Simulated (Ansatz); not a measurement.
# Sb2Te3 under a change: biaxial strain −2.70 %, plane normal [001], relaxed out of plane

The parent structure is Sb$_{2}$Te$_{3}$ in the Bi2Te3 type structure (space group R-3m, No. 166; a = 4.276 Å, c = 29.826 Å (hexagonal axes)). Axes: x lies along a and z along c of the hexagonal cell.

One thing is altered: biaxial strain −2.70 %, plane normal [001], relaxed out of plane (Cartesian); in-plane vectors clamped, the third vector and the atoms free.

Level of theory: PBE-D3(BJ)/PAW in Ansatz (an electronic-structure program), no spin-orbit coupling, earlier PAW set. Settings: 9×9×9 k-points, 0.05 eV Fermi–Dirac smearing.

| quantity | base | changed | shift |
|---|---|---|---|
| volume per atom | 31.49 Å³ | 30.67 Å³ | -0.82 Å³ |
| shortest interatomic distance | 3.005 Å | 2.981 Å | -0.024 Å |
| energy relative to the base (free energy F) | 0 meV/atom | +10 meV/atom | +10 meV/atom |
| band gap (uncertain: the edges found look like a band crossing or inverted bands; the base alone) | 0.09 eV | zero | – |
| out-of-plane strain (rough) | – | +2.87 % | – |
| mean in-plane stress (compression positive) (rough) | – | +2.0 GPa | – |

A case with no gap was solved on a k-mesh chosen for an insulator, which is coarse for it. Without a gap, meshes like the base's 9×9×9 leave anisotropic stresses uncertain by several tenths of a GPa, and small strain energies with them. With Sb and Te present, leaving out spin-orbit coupling can change the band edges. Stability against distortions was not tested. The final runs are not spin-polarised. The zero or small gap of Sb2Te3 can change with the level of theory.
